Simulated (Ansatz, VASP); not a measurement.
# Zr5H2 in VASP and in Ansatz

The input INCAR:

```
SYSTEM = Zr5H2
ALGO = Fast ; DIPOL = 0.5 0.5 0.318
EDIFF = 1E-6 ; ENCUT = 520
GGA = PE ; IDIPOL = 3
ISIF = 2 ; ISMEAR = 0
LASPH = .True. ; LCHARG = .False.
LDIPOL = .True. ; LREAL = .False.
LWAVE = .False. ; NBANDS = 40
NELM = 60 ; PREC = Accurate
SIGMA = 0.1
```

KPOINTS

```
k-points
0
Gamma
  6 6 1
  0 0 0
```

The input POSCAR:

```
Zr5H2
1.0
    5.0551939858      0.0000000000      0.0000000000
   -2.5275969929      4.3779264128      0.0000000000
    0.0000000000      0.0000000000     21.8720672789
Zr H
5 2
Direct
    0.6666666667      0.3333333333      0.1828816613
    0.3333333333      0.6666666667      0.2300599704
    0.0000000000      0.0000000000      0.2702766909
    0.6666666667      0.3333333333      0.3062297178
    0.3333333333      0.6666666667      0.3599141855
    0.2277468167      0.7722531833      0.4390105040
    0.4389198500      0.5610801500      0.4390105040
```

Input for Ansatz:

```yaml
crystal:
  lattice:
    - [5.0551939858, 0.0, 0.0]
    - [-2.5275969929, 4.3779264128, 0.0]
    - [0.0, 0.0, 21.8720672789]
  atoms:
    - { symbol: Zr, position: [0.6666666667, 0.3333333333, 0.1828816613] }
    - { symbol: Zr, position: [0.3333333333, 0.6666666667, 0.2300599704] }
    - { symbol: Zr, position: [0.0, 0.0, 0.2702766909] }
    - { symbol: Zr, position: [0.6666666667, 0.3333333333, 0.3062297178] }
    - { symbol: Zr, position: [0.3333333333, 0.6666666667, 0.3599141855] }
    - { symbol: H, position: [0.2277468167, 0.7722531833, 0.439010504] }
    - { symbol: H, position: [0.43891985, 0.56108015, 0.439010504] }
basis:
  ecutwfc: 420
kpoints:
  mp_grid: { grid: [6, 6, 1] }
hamiltonian:
  xc: pbe
scf:
  occupations: { method: gaussian, width: 0.1 }
output:
  forces: true
  eigenvalues: true
  write_density: true
  write_potential: true
  elf: true
  volumetric_format: npy
efield:
  axis: 3
  dipole_correction: true
  ramp_width: 0.04
```

Alike in both runs: task single point; functional PBE; k mesh 6 × 6 × 1; occupations gaussian, width 0.1 eV; no spin polarisation.

```csv
,VASP,Ansatz
version,VASP 6.6.1,Ansatz 0.2.0
potentials or method,"VASP PAW PBE potentials, release 64 (Zr_sv, H)","scalar-relativistic, plane waves, PAW"
plane-wave cutoff (eV),520,420
valence electrons in the cell,62,62
```

```csv
,VASP,Ansatz,Ansatz less VASP
gap on the k mesh at the Fermi level (eV),none,none,-
rms of the force components (eV/Å),0.428,0.427,-0.0011
"work function, face that differs most (eV)",6.00,6.19,+0.186
```

Atom by atom the forces differ by 0.004 eV/Å (rms over components). A gap of «none» marks a metal or a gap that the smearing closes. Ansatz warned: «xc_potential_rough_in_thin_density».
